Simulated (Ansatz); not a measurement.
The system is CoO.

```
Co O
1.0
     1.50547    0.86918    2.43993
    -1.50547    0.86918    2.43993
     0.00000   -1.73837    2.43993
Co O
1 1
Direct
  0.00000 0.00000 0.00000
  0.50000 0.50000 0.50000
```

The cell is a database's computed one.

Base run:

```yaml
Program: Ansatz 0.2.0
Functional: LDA
Potentials_or_basis: Ansatz PAW
Cutoff: "420 eV (not typed: the program's choice for these potentials)"
k_mesh: 11 × 11 × 11
Occupations: fermi-dirac, width 0.05 eV
Spin: collinear spin, ferromagnetic start
Starting_moments: "[2.0, 0.0] μB"
```

Its results: band gap on the k mesh none (metal or under the smearing width); pressure -17.8 GPa; net moment 2.85 μB per cell; site moments Co +2.40; O +0.33 μB.

Question: The run is repeated on the same cell with these changes: functional from LDA to r2SCAN; cutoff from 420 eV (not typed: the program's choice for these potentials) to 500 eV (not typed: the program's choice for these potentials). What comes out?

Answer: Band gap on the k mesh 0.43 eV, indirect (least direct gap 1.34 eV); pressure 0.4 GPa; net moment 3.00 μB per cell; site moments Co +2.60; O +0.28 μB.

r2SCAN gives the wider gap, since meta-GGAs in the generalised Kohn-Sham scheme recover part of the derivative discontinuity.

Caveats: a cell with one magnetic atom can't hold antiferromagnetic order, which such compounds often take; the PAW data sets come from PBE, with cores solved anew for the run's functional, which leaves a small shift of forces and pressure; semilocal functionals often make such compounds metallic where correlation or magnetic order opens a gap, which also shifts bond lengths (some runs); the magnetic or orbital state may not be the lowest (some runs).

A k mesh can miss the band edges.
